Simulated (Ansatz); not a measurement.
LiI (rock salt)

```
CELL_PARAMETERS angstrom
      0.00000     3.00909     3.00909
      3.00909     0.00000     3.00909
      3.00909     3.00909     0.00000
ATOMIC_POSITIONS crystal
  I  0.00000 0.00000 0.00000
  Li 0.50000 0.50000 0.50000
```

The relaxed cell is deformed in two ways at once: its volume V is scaled, and at that volume it is stretched along z (the c axis of the conventional cell) so that c/a changes. Fractional atomic positions are held.

Method: r2SCAN (plane waves to 500 eV, PAW, scalar-relativistic; Ansatz, a program for electronic structure). k mesh 10×10×10 (Γ-centred), Fermi-Dirac smearing 0.05 eV. The energy includes the smearing's −TS. Stress and pressure are positive under compression. LiI was relaxed with its symmetry unable to fall. Spin-orbit coupling is left out, though I is heavy. The zero of ΔE is the relaxed starting cell.

ΔE (kJ/mol of atoms), with V/V₀ across and (c/a)/(c/a)₀ down:

| (c/a)/(c/a)₀ \ V/V₀ | 0.960 | 0.973 | 0.987 | 1.000 | 1.013 | 1.027 | 1.040 |
|---|---|---|---|---|---|---|---|
| 0.960 | 0.56 | 0.37 | 0.26 | 0.21 | 0.22 | 0.29 | 0.42 |
| 0.973 | 0.41 | 0.24 | 0.13 | 0.09 | 0.11 | 0.19 | 0.32 |
| 0.987 | 0.33 | 0.16 | 0.06 | 0.02 | 0.05 | 0.13 | 0.27 |
| 1.000 | 0.30 | 0.13 | 0.03 | 0.00 | 0.03 | 0.11 | 0.25 |
| 1.013 | 0.33 | 0.16 | 0.06 | 0.02 | 0.05 | 0.13 | 0.27 |
| 1.027 | 0.40 | 0.23 | 0.12 | 0.08 | 0.10 | 0.18 | 0.32 |
| 1.040 | 0.53 | 0.34 | 0.23 | 0.18 | 0.20 | 0.27 | 0.39 |

P (GPa), with V/V₀ across and (c/a)/(c/a)₀ down:

```tsv
(c/a)/(c/a)₀ \ V/V₀	0.960	0.973	0.987	1.000	1.013	1.027	1.040
0.960	1.02	0.68	0.37	0.08	-0.19	-0.45	-0.68
0.973	0.98	0.64	0.33	0.04	-0.23	-0.48	-0.72
0.987	0.95	0.61	0.30	0.01	-0.25	-0.50	-0.74
1.000	0.94	0.61	0.30	0.01	-0.26	-0.51	-0.74
1.013	0.95	0.61	0.30	0.01	-0.25	-0.50	-0.74
1.027	0.97	0.64	0.33	0.04	-0.23	-0.48	-0.72
1.040	1.01	0.68	0.36	0.07	-0.20	-0.45	-0.69
```

Key numbers:

```
Item                                                                                               Value
-----------------------------------------------------  -------------------------------------------------
Shear modulus C′ = (C11 − C12)/2 (fit, atoms clamped)                                           11.1 GPa
Lowest place on the grid                               V/V₀ = 1.000, (c/a)/(c/a)₀ = 1.000 (0.0 meV/atom)
Highest place on the grid                              V/V₀ = 0.960, (c/a)/(c/a)₀ = 0.960 (5.8 meV/atom)
```

(A scan under strain: stresses follow from slopes of the energy per volume, elastic moduli from its curvatures.)
